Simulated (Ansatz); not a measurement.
A run of Ansatz 0.2.0:

input.yaml

```yaml
crystal:
  lattice:
    - [4.5673748306, 0.0, 0.0]
    - [-2.2836874153, 3.9554626319, 0.0]
    - [0.0, 0.0, 2.82624427]
  atoms:
    - { symbol: Ti, position: [0.6666666667, 0.3333333333, 0.5] }
    - { symbol: Ti, position: [0.3333333333, 0.6666666667, 0.5] }
    - { symbol: Ti, position: [0.0, 0.0, 0.0] }
hamiltonian:
  xc: pbesol
  pseudopotentials: { kind: paw }
  hubbard: { sites: [{ species: Ti, l: d, u_eff: 6.0 }] }
kpoints:
  mp_grid: { grid: [7, 7, 9] }
scf:
  occupations: { method: fermi_dirac, width: 0.05 }
output:
  forces: true
  stress: true
  eigenvalues: true
```

Potentials or basis: Ansatz PAW.

Command:

```console
$ ansatz run input.yaml --threads 2 --pin off --max-ram 5632MiB --backend cpu --events-out ev --progress --plain --runs-dir out
```

Hardware: 2 threads of Arm Neoverse V2, with other jobs on the host.

Task: Estimate the wall time of this run.

Result: It took 3.3 s on 2 threads of Arm Neoverse V2 (shared host), peak memory 0.36 GiB. Counts: scf iterations 15, plane waves 975, k points 40, bands 22.
